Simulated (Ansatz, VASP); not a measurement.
# One calculation of CoO, two programs

```
Co O
1.0
     0.00000    2.13150    2.13150
     2.13150    0.00000    2.13150
     2.13150    2.13150    0.00000
Co O
1 1
Cartesian
  0.0000 0.0000 0.0000
  2.1315 2.1315 2.1315
```

Alike in both runs: task relaxation of cell and atoms; functional PBE; dispersion D3(BJ); k mesh 11 × 11 × 11; occupations fermi-dirac, width 0.05 eV; collinear spin.

|  | VASP | Ansatz |
| --- | --- | --- |
| version | VASP 6.6.1 | Ansatz 0.2.0 |
| potentials or method | VASP PAW PBE potentials, release 64 (Co, O) | Ansatz PAW |
| plane-wave cutoff (eV) | 600 | 420 |
| valence electrons in the cell | 15 | 23 |

VASP gave:

| Item | Value |
| --- | --- |
| net moment per atom (μB) | 1.40 |
| size of the moment on the site where the two differ most (μB) | 0.28 |
| relaxed volume (Å³/atom) | 9.31 |
| relaxed cell length with the largest relative difference (Å) | 2.975 |
| energy change over the relaxation (meV/atom) | 29 |

Question: Estimate Ansatz's values.

Answer: net moment per atom (μB): 1.46; size of the moment on the site where the two differ most (μB): 0.32; relaxed volume (Å³/atom): 9.63; relaxed cell length with the largest relative difference (Å): 3.008; energy change over the relaxation (meV/atom): -2.

Site moments also hang on the region over which each program counts them. One of these differences is far larger than is usual between the two programs; its cause wasn't traced. The two sets of potentials don't hold the same shells in valence.

Caveats: a cell with one magnetic atom can't hold antiferromagnetic order, which such compounds often take; pairwise dispersion overbinds metals, which lowers pressure and volume (VASP); the plane-wave basis is chosen anew once the cell has moved, so the energies of steps on either side of that aren't comparable (Ansatz); the pressure holds a Pulay correction of +0.7 GPa for the finite cutoff (Ansatz).
